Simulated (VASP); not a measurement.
# Co (P6_3/mmc) in VASP: single point with LDA

Aim: the single point of Co with LDA.

Program: VASP 6.6.1. These are calculated values, not measurements. Logs are shortened: lines on timing, memory, paths and dates and some standing lists are left out, and cuts for length are marked.

### Step 1. Starting point

Symmetry: P6_3/mmc, No. 194, hexagonal system. Conventional cell: a = 2.427 Å, b = 2.427 Å, c = 3.913 Å, α = 90.00°, β = 90.00°, γ = 120.00°. Around Co (site symmetry -6m2) lie 12 Co at 2.41 to 2.43 Å.

### Step 2. Single point, LDA, collinear spin, ferromagnetic start

The input, INCAR:

```
SYSTEM = Co
PREC = Accurate
ENCUT = 520
EDIFF = 1E-6
ISMEAR = 1
SIGMA = 0.1
LREAL = .False.
LASPH = .True.
NELM = 150
ALGO = Normal
ISIF = 2
LWAVE = .False.
LCHARG = .False.
ISPIN = 2
MAGMOM = 1.7 1.7
LORBIT = 11
LMAXMIX = 4
GGA = CA
NBANDS = 20
AMIX = 0.2
BMIX = 1E-4
AMIX_MAG = 0.8
BMIX_MAG = 1E-4
ICORELEVEL = 1
```

The input, KPOINTS:

```
regular mesh
0
Gamma
  16 10 25
  0 0 0
```

The input, POSCAR:

```
Co
1.0
    2.4265258600      0.0000000000      0.0000000000
    0.0000000000      3.9133670000      0.0000000000
    1.2132630700      0.0000000000      2.1014331200
Co
2
Direct
    0.3333330000      0.7500000000      0.3333330000
    0.6666670000      0.2500000000      0.6666670000
```

Potentials or basis: VASP PAW LDA potentials, release 64 (Co).

On the command line:

```bash
$ cat potpaw_LDA.64/Co/POTCAR > POTCAR
$ mpirun -np 1 vasp_std > vasp.out
```

OUTCAR:

```text
SYSTEM = Co
   PREC = Accurate
   ENCUT = 520
   EDIFF = 1E-6
   ISMEAR = 1
   LREAL = .False.
   LASPH = .True.
   NELM = 150
   ISIF = 2
   ISPIN = 2
   LORBIT = 11
   GGA = CA
   AMIX = 0.2
   AMIX_MAG = 0.8

 ion  position               nearest neighbor table
   1  0.333  0.750  0.333-   2 2.41   2 2.41   2 2.41   2 2.41   2 2.41   2 2.41
   2  0.667  0.250  0.667-   1 2.41   1 2.41   1 2.41   1 2.41   1 2.41   1 2.41

  LATTYP: Found a hexagonal cell.
 ALAT       =     2.4265258613
 C/A-ratio  =     1.6127448145

  Lattice vectors:

 A1 = (  -1.2132627900,   0.0000000000,   2.1014331200)
 A2 = (   2.4265258600,   0.0000000000,   0.0000000000)
 A3 = (   0.0000000000,   3.9133670000,   0.0000000000)

Analysis of symmetry for initial positions (statically):
=====================================================================
 Subroutine PRICEL returns:
 Original cell was already a primitive cell.

 Routine SETGRP: Setting up the symmetry group for a
 hexagonal supercell.

 Subroutine GETGRP returns: Found 24 space group operations
 (whereof 12 operations were pure point group operations)
 out of a pool of 24 trial point group operations.

The static configuration has the point symmetry D_3d.
 The point group associated with its full space group is D_6h.

Analysis of symmetry for dynamics (positions and initial velocities):
=====================================================================
 Subroutine PRICEL returns:
 Original cell was already a primitive cell.

 Routine SETGRP: Setting up the symmetry group for a
 hexagonal supercell.

 Subroutine GETGRP returns: Found 24 space group operations
 (whereof 12 operations were pure point group operations)
 out of a pool of 24 trial point group operations.

The dynamic configuration has the point symmetry D_3d.
 The point group associated with its full space group is D_6h.

Analysis of structural, dynamic, and magnetic symmetry:
=====================================================================
 Subroutine PRICEL returns:
 Original cell was already a primitive cell.

 Routine SETGRP: Setting up the symmetry group for a
 hexagonal supercell.

 Subroutine GETGRP returns: Found 24 space group operations
 (whereof 12 operations were pure point group operations)
 out of a pool of 24 trial point group operations.

The overall configuration has the point symmetry D_3d.
 The point group associated with its full space group is D_6h.

 Subroutine INISYM returns: Found 24 space group operations
 (whereof 12 operations are pure point group operations),
 and found     1 'primitive' translations

----------------------------------------------------------------------------------------

                                     Primitive cell

  volume of cell :      19.9550

  direct lattice vectors                    reciprocal lattice vectors
     2.426525860  0.000000000  0.000000000     0.412111825  0.000000000 -0.237932891
     0.000000000  3.913367000  0.000000000     0.000000000  0.255534429  0.000000000
     1.213263070  0.000000000  2.101433120     0.000000000  0.000000000  0.475865727

  length of vectors
     2.426525860  3.913367000  2.426526001     0.475865755  0.255534429  0.475865727

  position of ions in fractional coordinates (direct lattice)
     0.333333000  0.750000000  0.333333000
     0.666667000  0.250000000  0.666667000

  ion indices of the primitive-cell ions
   primitive index   ion index
                 1           1
                 2           2

----------------------------------------------------------------------------------------

 KPOINTS: regular mesh

Automatic generation of k-mesh.
 Grid dimensions read from file:
 generate k-points for:   16   10   25

 Generating k-lattice:

  Cartesian coordinates                     Fractional coordinates (reciprocal lattice)
     0.025756989  0.000000000 -0.014870806     0.062500000  0.000000000 -0.000000000
     0.000000000  0.025553443  0.000000000     0.000000000  0.100000000  0.000000000
     0.000000000  0.000000000  0.019034629     0.000000000  0.000000000  0.040000000

  Length of vectors
     0.029741610  0.025553443  0.019034629

  Shift w.r.t. Gamma in fractional coordinates (k-lattice)
[... 27 lines left out ...]
 Found   1206 irreducible k-points:

 Following reciprocal coordinates:
            Coordinates               Weight
  0.000000  0.000000  0.000000      1.000000
  0.062500  0.000000 -0.000000      2.000000
  0.125000  0.000000 -0.000000      2.000000
  0.187500  0.000000 -0.000000      2.000000
  0.250000  0.000000 -0.000000      2.000000
  0.312500  0.000000  0.000000      2.000000
[... 16 lines left out ...]
  0.250000  0.200000 -0.000000      4.000000
  0.312500  0.200000  0.000000      4.000000
 [... further k-points ...]
   k-points           NKPTS =   1206   k-points in BZ     NKDIM =   1206   number of bands    NBANDS=     20
   number of dos      NEDOS =    301   number of ions     NIONS =      2
   total plane-waves  NPLWV =   9720
   dimension x,y,z NGX =    18 NGY =   30 NGZ =   18
   dimension x,y,z NGXF=    36 NGYF=   60 NGZF=   36
   ions per type =               2
   NGX,Y,Z   is equivalent  to a cutoff of  12.33, 12.74, 12.33 a.u.
   NGXF,Y,Z  is equivalent  to a cutoff of  24.66, 25.49, 24.66 a.u.
 SYSTEM =  Co
   PREC   = accura    normal or accurate (medium, high low for compatibility)
   ISTART =      0    job   : 0-new  1-cont  2-samecut
   ICHARG =      2    charge: 1-file 2-atom 10-const
   ISPIN  =      2    spin polarized calculation?
   LNONCOLLINEAR =      F non collinear calculations
   LSORBIT =      F    spin-orbit coupling
   LASPH  =      T    aspherical Exc in radial PAW
   ENCUT  =  520.0 eV  38.22 Ry    6.18 a.u.   4.51  7.28  4.51*2*pi/ulx,y,z
   NELM   =    150;   NELMIN=  2; NELMDL= -5     # of ELM steps
   EDIFF  = 0.1E-05   stopping-criterion for ELM
   LREAL  =      F    real-space projection
   EDIFFG = 0.1E-04   stopping-criterion for IOM
   NSW    =      0    number of steps for IOM
   IBRION =     -1    ionic relax: 0-MD 1-quasi-New 2-CG
   NFREE  =      0    steps in history (QN), initial steepest desc. (CG)
   ISIF   =      2    stress and relaxation
   ISYM   =      2    0-nonsym 1-usesym 2-fastsym
   POTIM  = 0.5000    time-step for ionic-motion
   TEBEG  =    0.0;   TEEND  =   0.0 temperature during run
   PSTRESS=    0.0 pullay stress
   NELECT =      18.0000    total number of electrons
   NUPDOWN=      -1.0000    fix difference up-down
   EMIN   =  10.00;   EMAX   =-10.00  energy-range for DOS
   EFERMI =   0.00;   METHOD = LEGACY
   ISMEAR =     1;   SIGMA  =   0.10  broadening in eV -4-tet -1-fermi 0-gaus
   EFERMI_NEDOS =   21; number of points for ismear=-14 and -15
   IALGO  =     38    algorithm
   IMIX   =      4    mixing-type and parameters
     AMIX     =   0.20;   BMIX     =  0.00
     AMIX_MAG =   0.80;   BMIX_MAG =  0.00
  volume/ion in A,a.u.               =       9.98        67.33
  Fermi-wavevector in a.u.,A,eV,Ry     =   1.581789  2.989148 34.042559  2.502057
  Thomas-Fermi vector in A             =   2.681811
   LORBIT       =     11    0 simple, 1 ext, 2 COOP (PROOUT), +10 PAW based schemes
   GGA     = CA    functional components
   LHFCALC =     F    Hartree Fock is set to
   AEXX    =    0.0000 exact exchange contribution
   IVDW    =     0    specifies the selected vdW correction
   LEPSILON=     F    determine dielectric tensor
   LRPA    =     F    only Hartree local field effects (RPA)
 spin polarized calculation
 Methfessel and Paxton  Order N= 1 SIGMA  =   0.10
  energy-cutoff  :      520.00
  volume of cell :       19.95
 maximum number of plane-waves:       555
   NGX =  9   NGY = 15   NGZ =  9

 number of electron      17.9999995 magnetization       2.9856582

 Free energy of the ion-electron system (eV)
  ---------------------------------------------------
  ext. energy  EPLUGINS =         0.00000000
  ---------------------------------------------------
  free energy    TOTEN  =       -16.25141072 eV

  energy without entropy =      -16.25155425  energy(sigma->0) =      -16.25145857

 the core state eigenenergies are
   1-  1s  -7537.2646  2s   -876.9338  2p   -750.2366  3s    -82.8226  3p    -46.6767

   2-  1s  -7537.2646  2s   -876.9338  2p   -750.2366  3s    -82.8226  3p    -46.6767

 E-fermi :  11.1231     XC(G=0): -14.2362

 val. band max:       11.1227543053   @ k =   0.1875   0.0000   0.2800
 cond. band min:      11.1234011491   @ k =  -0.1875   0.0000   0.2000
 fundamental gap:      0.0006468438
 Fermi energy:        11.1230539577

 spin component 1

 k-point     1 :       0.0000    0.0000    0.0000
  band No.  band energies     occupation
      1       1.7537      1.00000
      2       5.6881      1.00000
      3       8.5764      1.00000
      4       8.5899      1.00000
      5       8.5899      1.00000
      6       8.9593      1.00000
[... 541 lines left out ...]
     19      36.2962      0.00000
     20      36.6863      0.00000

 [... further k-points ...]

 spin component 2

 k-point     1 :       0.0000    0.0000    0.0000
  band No.  band energies     occupation
      1       1.9402      1.00000
      2       6.5572      1.00000
      3       9.9574      1.00000
      4       9.9601      1.00000
      5       9.9601      1.00000
      6      10.3751      1.00000
[... 541 lines left out ...]
     19      36.7571      0.00000
     20      37.1204      0.00000

 [... further k-points ...]

------------------------ aborting loop because EDIFF is reached ----------------------------------------

  FORCE on cell =-STRESS in cart. coord.  units (eV):
  Direction    XX          YY          ZZ          XY          YZ          ZX
  --------------------------------------------------------------------------------------
  -------------------------------------------------------------------------------------
  Total       -0.0053994     -0.0717015     -0.0053994      0.0000000      0.0000000     -0.0000000
  in kB       -0.4335161     -5.7568891     -0.4335161      0.0000000      0.0000000     -0.0000000
  external PRESSURE =      -2.2079737 kB  Pullay stress =       0.0000000 kB

 VOLUME and BASIS-vectors are now :
 -----------------------------------------------------------------------------
  energy-cutoff  :      520.00
  volume of cell :       19.95
      direct lattice vectors                 reciprocal lattice vectors
     2.426525860  0.000000000  0.000000000     0.412111825  0.000000000 -0.237932891
     0.000000000  3.913367000  0.000000000     0.000000000  0.255534429  0.000000000
     1.213263070  0.000000000  2.101433120     0.000000000  0.000000000  0.475865727

 POSITION                                       TOTAL-FORCE (eV/Angst)
 -----------------------------------------------------------------------------------
      1.21326      2.93503      0.70048        -0.000000      0.000000     -0.000000
      2.42653      0.97834      1.40096         0.000000      0.000000      0.000000
 -----------------------------------------------------------------------------------
    total drift:                               -0.000020      0.000016      0.000016

  FREE ENERGIE OF THE ION-ELECTRON SYSTEM (eV)
  ---------------------------------------------------
  free  energy   TOTEN  =       -16.2514107242 eV

  energy  without entropy=      -16.2515542516  energy(sigma->0) =      -16.25145857

 total charge

# of ion       s       p       d       tot
------------------------------------------
    1        0.525   0.592   7.341   8.458
    2        0.525   0.592   7.341   8.458
--------------------------------------------------
tot          1.049   1.184  14.682  16.916

 magnetization (x)

# of ion       s       p       d       tot
------------------------------------------
    1       -0.014  -0.039   1.539   1.486
    2       -0.014  -0.039   1.539   1.486
--------------------------------------------------
tot         -0.027  -0.079   3.077   2.971
```

It took 6.8 min on 1 thread of Intel Xeon 6975P-C (Granite Rapids), shared host; peak memory 0.68 GiB.

Results:

| Item | Value |
| --- | --- |
| Free energy | -16.2514 eV |
| Pressure | -0.2 GPa |
| Band gap on the k mesh | none (metal or under the smearing width) |
| Net moment | 2.99 μB per cell |
| Site moments | Co +1.49 μB |
| Valence electrons inside the program's atomic spheres | Co 8.46 |

Core levels (eV, on the scale of the bands):
```csv
atom,levels
1 Co,"1s -7537.3, 2s -876.9, 2p -750.2, 3s -82.8, 3p -46.7"
2 Co,"1s -7537.3, 2s -876.9, 2p -750.2, 3s -82.8, 3p -46.7"
```
